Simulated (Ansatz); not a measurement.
The system is C.

```
C
1.0
     4.25517    0.00000    0.00000
     0.00000    4.25517    0.00000
     0.00000    0.00000    1.28229
C
1
Direct
  0.50000 0.50000 0.50000
```

The cell was built by a generator and needn't be a form met in nature.

* Program: Ansatz 0.2.0
* Task: relaxation of cell and atoms
* Functional: PBE0
* Potentials or basis: Ansatz PAW
* Cutoff: 420 eV (not typed: the program's choice for these potentials)
* k mesh: 3 × 3 × 10
* Occupations: fermi-dirac, width 0.05 eV
* Spin: no spin polarisation

At the start: volume 23.22 Å³/atom.

Task: How do energy, volume and symmetry change on relaxing?

Result: It ends after 6 steps and the volume is 23.39 Å³/atom (+0.7 %); space group P4/mmm (No. 123, to 0.05 Å).

The path:
```tsv
step	energy change (eV)	largest force (eV/Å)	volume (Å³)
1	0.0000	0.0000	23.22
2	-0.0064	0.0000	23.07
3	-0.0065	0.0000	23.09
4	-0.0064	0.0000	23.16
5	-0.0061	0.0000	23.39
6	-0.0065	0.0000	23.39
```

Final structure:
```
C
1.0
     4.29210    0.00000    0.00000
     0.00000    4.29210    0.00000
     0.00000    0.00000    1.26974
C
1
Direct
  0.50000 0.50000 0.50000
```

Caveat: the k mesh is coarse (spacing up to 0.49 Å⁻¹), so the values aren't converged, least of all with exact exchange; the plane-wave basis is chosen anew once the cell has moved, so the energies of steps on either side of that aren't comparable; the PAW data sets come from PBE, with cores solved anew for the run's functional, which leaves a small shift of forces and pressure.
